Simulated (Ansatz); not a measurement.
# RuS2: the cost of one run

Method: DFT PBEsol, scalar-relativistic, plane waves, PAW, in Ansatz 0.2.0.

1 further run of the same task is left out (set aside as unsound or not needed).

### 1 The system as given

It takes space group P-3m1 (No. 164, trigonal). Conventional cell: a = 3.627 Å, b = 3.627 Å, c = 5.887 Å, α = 90.00°, β = 90.00°, γ = 120.00°. Around Zr (site symmetry -3m) lie 6 S at 2.55 Å. Around S (site symmetry 3m) lie 3 Zr at 2.55 Å.

Structure file:

```cif
data_structure
_symmetry_space_group_name_H-M 'P-3m1'
_symmetry_Int_Tables_number 164
_cell_length_a 3.6274
_cell_length_b 3.6274
_cell_length_c 5.8868
_cell_angle_alpha 90.000
_cell_angle_beta 90.000
_cell_angle_gamma 120.000
_cell_volume 67.08
loop_
_atom_site_label
_atom_site_type_symbol
_atom_site_symmetry_multiplicity
_atom_site_Wyckoff_symbol
_atom_site_fract_x
_atom_site_fract_y
_atom_site_fract_z
_atom_site_occupancy
Zr1 Zr 1 a 0.00000 0.00000 0.00000 1
S1 S 2 d 0.66667 0.33333 0.75316 1
```

It goes back to an entry of the Materials Project.

It is the result of an earlier relaxation at this level (volume 22.36 Å³/atom; gap on the mesh: 0.77 eV).

### 2 The substitution Zr → Ru

The start of RuS2: fractional positions of relaxed ZrS2, cell scaled by 0.949, a guess from tabulated radii. Atoms that may carry a moment start with parallel spins.

### 3 Quick check of gap, pressure and forces (RuS2)

File input.yaml:

```yaml
crystal:
  lattice:
    - [3.4432428772, 0.0, 0.0]
    - [-1.7216214386, 2.9819358031, 0.0]
    - [0.0, 0.0, 5.5879427517]
  atoms:
    - { symbol: Ru, position: [0.0, 0.0, 0.0], spin: 1.0 }
    - { symbol: S, position: [0.6666666667, 0.3333333333, 0.7531560895] }
    - { symbol: S, position: [0.3333333333, 0.6666666667, 0.2468439105] }
basis:
  ecutwfc: 420
kpoints:
  mp_grid: { grid: [6, 6, 4] }
hamiltonian:
  xc: pbesol
scf:
  occupations: { method: gaussian, width: 0.1 }
  lower_state_search: "off"
output:
  forces: true
  stress: true
  eigenvalues: true
  populations: true
magnetization:
  spin_polarized: true
```

Command:

```bash
$ ansatz run input.yaml --threads 1 --pin off --max-ram 2560MiB --backend cpu --events-out ev --progress --plain --runs-dir out
```

What time and memory should one allow on 1 thread of Intel Xeon Platinum 8175M at 2.50GHz (Skylake/Cascade Lake), shared host?

About 5.7 s, with a peak of 0.39 GiB.
